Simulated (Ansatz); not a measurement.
# CuO: the cost of one run

Program: Ansatz 0.2.0. Level of theory: DFT PBE+U (U_eff = 8 eV on Cu d), plane waves, PAW. These are calculated values, not measurements.

4 further runs of the same task are left out: 4 that didn't finish.

### Step 1. Starting point

The structure is hexagonal, space group P6_3/mmc (No. 194). The conventional cell has a = 3.180 Å, b = 3.180 Å, c = 4.431 Å, α = 90.00°, β = 90.00°, γ = 120.00°. Cu (site symmetry -3m) has 6 O at 2.14 Å and 2 Cu at 2.22 Å as nearest neighbours. O (site symmetry -6m2) has 6 Cu at 2.14 Å as nearest neighbours.

As a file:

```
CELL_PARAMETERS angstrom
3.17953 0.00000 0.00000
-1.58977 2.75356 0.00000
0.00000 0.00000 4.43149
ATOMIC_POSITIONS crystal
Cu 0.00000 0.00000 0.00000
Cu 0.00000 0.00000 0.50000
O 0.33333 0.66667 0.25000
O 0.66667 0.33333 0.75000
```

Magnetic order typed: opposed in the cell.

An earlier series on this cell reached its lowest free state from «natural orbitals of the symmetric run, filled by rank», perhaps among other starts.

### Step 2. From atoms, default search

Input file input.yaml:

```yaml
crystal:
  lattice:
    - [3.1795331, 0.0, 0.0]
    - [-1.58976655, 2.75355644, 0.0]
    - [0.0, 0.0, 4.43149073]
  atoms:
    - { symbol: Cu, position: [0.0, 0.0, 0.0], spin: 1.0 }
    - { symbol: Cu, position: [0.0, 0.0, 0.5], spin: -1.0 }
    - { symbol: O, position: [0.3333333333, 0.6666666667, 0.25] }
    - { symbol: O, position: [0.6666666667, 0.3333333333, 0.75] }
basis:
  ecutwfc: 420
  ecutrho_ratio: 4
kpoints:
  mp_grid: { grid: [7, 7, 4] }
hamiltonian:
  xc: pbe
  hubbard:
    sites: [{ site: 0, l: d, u_eff: 8.0 }, { site: 1, l: d, u_eff: 8.0 }]
scf:
  occupations: { method: gaussian, width: 0.05 }
output:
  forces: true
  stress: true
  eigenvalues: true
  populations: true
  hubbard: { sites: [{ site: 0, l: d }, { site: 1, l: d }] }
  write_density: true
  write_potential: true
  elf: true
  volumetric_format: npy
magnetization:
  spin_polarized: true
```

Command:

```console
> ansatz run input.yaml --threads 2 --pin off --max-ram 3072MiB --backend cpu --events-out ev --progress --plain --runs-dir out
```

**Question.** How long does this run take on 2 threads of Intel Xeon Platinum 8259CL at 2.50GHz (Skylake/Cascade Lake), shared host, and how much memory does it need?

About 79 s, with a peak of 0.8 GiB.
